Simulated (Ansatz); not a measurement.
**GaP (F-43m): birefringence under uniaxial strain**

Cubic GaP (F-43m) is strained along the cube axis z = [001] with x and y held fixed, and the static electronic response is computed along x and z.

Symmetry: F-43m, No. 216, cubic system. The conventional cell has a = 5.451 Å, b = 5.451 Å, c = 5.451 Å, α = 90.00°, β = 90.00°, γ = 90.00°. Around Ga on site a lie 4 P at 2.36 Å. Around P on site c lie 4 Ga at 2.36 Å.

Method: Ansatz 0.2.0, PBE, independent particles, k-mesh 8×8×8 with interpolation inside its cells, Gaussian parameter 0.1 eV.

Launch of the response step: `ansatz run input.yaml --threads 4 --pin off --max-ram 8192MiB --backend cpu --events-out ev --progress --plain --runs-dir out`. The series took 35 s in all, on 4 threads of Intel(R) Xeon(R) CPU @ 2.60GHz (Ice Lake) (shared host).

| strain along z (%) | ε∞ along x | ε∞ along z | ε_z − ε_x |
| --- | --- | --- | --- |
| -2.0 | 10.8427 | 10.6090 | -0.2337 |
| -1.0 | 10.8605 | 10.7442 | -0.1163 |
| +0.0 | 10.8900 | 10.8900 | +0.0000 |
| +1.0 | ? | ? | ? |
| +2.0 | 10.9874 | 11.2140 | +0.2266 |
| +3.0 | 11.0573 | 11.3926 | +0.3353 |

To first order the splitting is linear in the strain, ε_z − ε_x = −ε² (p₁₁ − p₁₂) · strain.

Working, on the rows shown:

| x = strain | y = ε_z − ε_x |
| --- | --- |
| -0.02 | -0.2337 |
| -0.01 | -0.1163 |
| 0 | 0 |
| 0.02 | 0.2266 |
| 0.03 | 0.3353 |

Means: x̄ = 0.004, ȳ = 0.04238. Σ(x − x̄)(y − ȳ) = 0.01958, Σ(x − x̄)² = 0.00172. Slope = 0.01958 / 0.00172 = 11.38; intercept = ȳ − slope · x̄ = -0.0031558. The line misses the rows shown by at most 0.0032.

Q: What does the fit predict for the withheld row, and how well does it do?

A: At x = 0.01 the line gives y = 0.11068. The run gave +0.1145, so the interpolation is off by 0.0038, 0.7 % of the range in the table.

Between the rows on either side of x = 0 the slope is (0.1145 − -0.1163) / (0.01 − (-0.01)) = 11.54. So p₁₁ − p₁₂ = −11.54 / 10.89² = -0.097, and 1 % of strain gives n_z − n_x = +0.0175. These are long-wavelength values at fixed fractional positions; over small gaps they hang strongly on the gap. Excitons are left out and so are local fields; PBE gaps are as a rule too small. Spin-orbit coupling is left out.
